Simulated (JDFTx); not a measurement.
## ZrC under changes of volume

One of the cells (13.228 Å³/atom); the others are scaled copies at fixed shape and fractional positions:

```
CELL_PARAMETERS angstrom
0.00000 2.36500 2.36500
2.36500 0.00000 2.36500
2.36500 2.36500 0.00000
ATOMIC_POSITIONS crystal
Zr 0.50000 0.50000 0.50000
C 0.00000 0.00000 0.00000
```

| Quantity | Value |
| --- | --- |
| Program | JDFTx 1.7.0 (patched build) |
| Functional | r2SCAN |
| Potentials or basis | SG15-PBE-1.2 with smoothed tails |
| Cutoff | 1361 eV |
| Density cutoff | 10885 eV |
| k mesh | 10 × 10 × 10 |
| Occupations | fermi-dirac, width 0.05 eV |
| Spin | no spin polarisation |

```csv
volume (Å³/atom),energy over the lowest point (meV/atom),pressure (GPa)
12.434,?,?
12.699,7.22,6.9
12.963,0.00,1.8
13.228,0.74,-2.8
13.493,8.70,-6.9
13.757,23.19,-10.7
14.022,43.59,-14.1
```

Task: What does the run at 12.434 Å³/atom give?

Result: Energy over the lowest point 23.25 meV/atom; pressure 12.5 GPa.

Worked out: A Birch-Murnaghan fit of order 3 (a polynomial in V^(-2/3)) to the other rows has its minimum at 13.07 Å³/atom with B0 = V·E''(V) = 229 GPa and B' = 4.0. It gives 23.33 meV/atom at 12.434 Å³/atom, against the run's 23.25, and -dE/dV = 12.6 GPa, against 12.5.

Energies are extrapolated to zero smearing.

Caveats: the potentials were made for another functional, which shifts forces and pressure.
